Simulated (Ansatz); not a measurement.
Debugging a projected density of states of GaSb, space group Immm (Ansatz's Python interface).

At the Python prompt:
```pycon
>>> import warnings
>>> import ansatz as az
>>> import numpy as np
>>> warnings.simplefilter("ignore", az.DeckWarning)
>>> structure = (
...     az.Lattice.of([-1.555901, 2.675003, 2.893313], [1.555901, -2.675003, 2.893313], [1.555901, 2.675003, -2.893313])
...     .atom("Ga", [0.0, 0.0, 0.0])
...     .atom("Sb", [0.5, 0.5, 0.0])
... )
>>> [site.symbol for site in structure.resolved().sites]
['Ga', 'Sb']
>>> model = (
...     structure.calculation()
...     .kpoints(6, 6, 6)
...     .occupations("fixed")
...     .scf(tolerance=1e-09)
...     .functional(az.Functional.R2SCAN)
...     .scf(extra_bands=10)
...     .density_of_states(projected=True, energy_step=0.1)
... )
>>> def show(event):
...     row = event["data"]
...     if event["event"] == "scf_iter" and row.get("harris_foulkes_ev") is not None:
...         print(f"  iteration {row['iter']:3d}  Harris-Foulkes {row['harris_foulkes_ev']:.5f} eV  residual {row['dr2_ev']:.2e}")
...
>>> result = model.session().plan().execute(on_event=show)
  iteration   1  Harris-Foulkes -10288.44428 eV  residual 1.42e-02
RunWarning: iter 1: σ=0 fill of 14 bands saw a band overlap (occupied 11.4042 eV > unoccupied 6.7856 eV) — on an unconverged iterate often a transient of an unconverged empty band; one that stands at the close is told there (band_overlap_at_count); if the run fails to converge, the spectrum is likely genuinely [...]
  iteration   2  Harris-Foulkes -10288.46260 eV  residual 2.03e-03
  iteration   3  Harris-Foulkes -10288.46256 eV  residual 4.56e-04
  iteration   4  Harris-Foulkes -10288.46283 eV  residual 7.25e-05
  iteration   5  Harris-Foulkes -10288.46284 eV  residual 1.20e-06
  iteration   6  Harris-Foulkes -10288.46284 eV  residual 1.04e-07
  iteration   7  Harris-Foulkes -10288.46285 eV  residual 3.33e-09
  iteration   8  Harris-Foulkes -10288.46285 eV  residual 7.38e-11
RunWarning: the bands overlap at the fill by count (14 filled at each k-point of a channel): the highest filled level, 11.464101 eV at k-index 19, stands 4.6392 eV over the lowest empty one, 6.824949 eV at k-index 44, so that a fill of the lowest levels lies lower and no gap is reported. A metal, or a carrier in a [...]
>>> summary = result.report
>>> summary["n_iterations"], summary["closed_by"]
(8, 'deck_thresholds')
>>> dos = result.density_of_states()
>>> energy = np.asarray(dos.energies_ev) - dos.fermi_ev
>>> curves = {}
>>> for site in result.projected_density_of_states().sites:
...     for shell in site.shells:
...         weight = sum(np.sum(curve.g_bin_mean_per_ev, axis=0) for curve in shell.curves)
...         name = f"{site.species} {shell.label}"
...         curves[name] = curves.get(name, 0) + weight
...
>>> step = energy[1] - energy[0]
>>> windows = [(-8, -4), (-4, 0), (0, 6)]
>>> print("states by shell in windows of E - E_F (eV):", windows)
states by shell in windows of E - E_F (eV): [(-8, -4), (-4, 0), (0, 6)]
>>> for name, g in curves.items():
...     print(f"{name:8s}", " ".join(f"{step * g[(energy >= a) & (energy < b)].sum():8.3f}" for a, b in windows))
...
Ga 4S       0.736    0.429    0.291
Ga 4P       0.598    1.117    2.811
Ga 3D       0.005    0.007    0.004
Sb 5S       0.251    0.166    0.264
Sb 5P       1.295    1.980    1.806
Sb 4D       0.002    0.003    0.003
>>> filled = (energy < 0) & (energy > -8)
>>> for name, g in curves.items():
...     if g[filled].sum() * step > 0.5:
...         print(f"centre of {name}: {np.average(energy[filled], weights=g[filled]):.2f} eV")
...
centre of Ga 4S: -4.74 eV
centre of Ga 4P: -3.26 eV
centre of Sb 5P: -3.60 eV
```

No error stopped it. What is wrong with the input all the same?

The fault: fixed occupations, though the bands overlap at this level of theory. The change:

```diff
--- before
+++ after
@@
     .kpoints(6, 6, 6)
-    .occupations("fixed")
+    .occupations("fermi_dirac", width=0.1)
     .scf(tolerance=1e-09)
```

Interactive session:
```pycon
[earlier lines as before]
>>> model = (
...     structure.calculation()
...     .kpoints(6, 6, 6)
...     .occupations("fermi_dirac", width=0.1)
...     .scf(tolerance=1e-09)
...     .functional(az.Functional.R2SCAN)
...     .scf(extra_bands=10)
...     .density_of_states(projected=True, energy_step=0.1)
... )
>>> def show(event):
...     row = event["data"]
...     if event["event"] == "scf_iter" and row.get("harris_foulkes_ev") is not None:
...         print(f"  iteration {row['iter']:3d}  Harris-Foulkes {row['harris_foulkes_ev']:.5f} eV  residual {row['dr2_ev']:.2e}")
...
>>> result = model.session().plan().execute(on_event=show)
  iteration   1  Harris-Foulkes -10289.22390 eV  residual 1.18e-02
  iteration   2  Harris-Foulkes -10289.24062 eV  residual 2.43e-03
  iteration   3  Harris-Foulkes -10289.24092 eV  residual 1.22e-03
  iteration   4  Harris-Foulkes -10289.24106 eV  residual 3.63e-05
  iteration   5  Harris-Foulkes -10289.24108 eV  residual 4.48e-06
  iteration   6  Harris-Foulkes -10289.24108 eV  residual 4.26e-07
  iteration   7  Harris-Foulkes -10289.24108 eV  residual 4.05e-08
  iteration   8  Harris-Foulkes -10289.24108 eV  residual 4.32e-09
  iteration   9  Harris-Foulkes -10289.24108 eV  residual 2.28e-10
>>> summary = result.report
>>> summary["n_iterations"], summary["closed_by"]
(9, 'deck_thresholds')
>>> dos = result.density_of_states()
>>> energy = np.asarray(dos.energies_ev) - dos.fermi_ev
>>> curves = {}
>>> for site in result.projected_density_of_states().sites:
...     for shell in site.shells:
...         weight = sum(np.sum(curve.g_bin_mean_per_ev, axis=0) for curve in shell.curves)
...         name = f"{site.species} {shell.label}"
...         curves[name] = curves.get(name, 0) + weight
...
>>> step = energy[1] - energy[0]
>>> windows = [(-8, -4), (-4, 0), (0, 6)]
>>> print("states by shell in windows of E - E_F (eV):", windows)
states by shell in windows of E - E_F (eV): [(-8, -4), (-4, 0), (0, 6)]
>>> for name, g in curves.items():
...     print(f"{name:8s}", " ".join(f"{step * g[(energy >= a) & (energy < b)].sum():8.3f}" for a, b in windows))
...
Ga 4S       0.854    0.413    0.453
Ga 4P       0.297    1.094    2.637
Ga 3D       0.004    0.008    0.005
Sb 5S       0.211    0.171    0.313
Sb 5P       0.803    2.110    2.067
Sb 4D       0.002    0.003    0.004
>>> filled = (energy < 0) & (energy > -8)
>>> for name, g in curves.items():
...     if g[filled].sum() * step > 0.5:
...         print(f"centre of {name}: {np.average(energy[filled], weights=g[filled]):.2f} eV")
...
centre of Ga 4S: -4.89 eV
centre of Ga 4P: -2.87 eV
centre of Sb 5P: -3.16 eV
```

Caveats:
- Total energies depend on the potentials; only differences at equal settings carry meaning. A total without «per atom» is that of the whole cell that was run.
- The mesh is modest for a metal, so energies can be off by several to tens of meV an atom and pressures by half a GPa or more; differences at equal mesh fare better.
- The structure comes from a database of computed cells and needn't be a stable or known phase.
- Curves are summed over the cell's atoms. Only shells that the potentials hold have channels, so projections don't add up to the total, least of all where a shell is missing (p of most metals); heights and places of peaks move with the mesh.
- The density of states is complete only as far up as bands were computed.
- A band centre counts only the states inside the window taken.
- It ran for 8.4 s on 1 thread of Arm Neoverse V1 (shared host), peak memory 0.51 GiB.
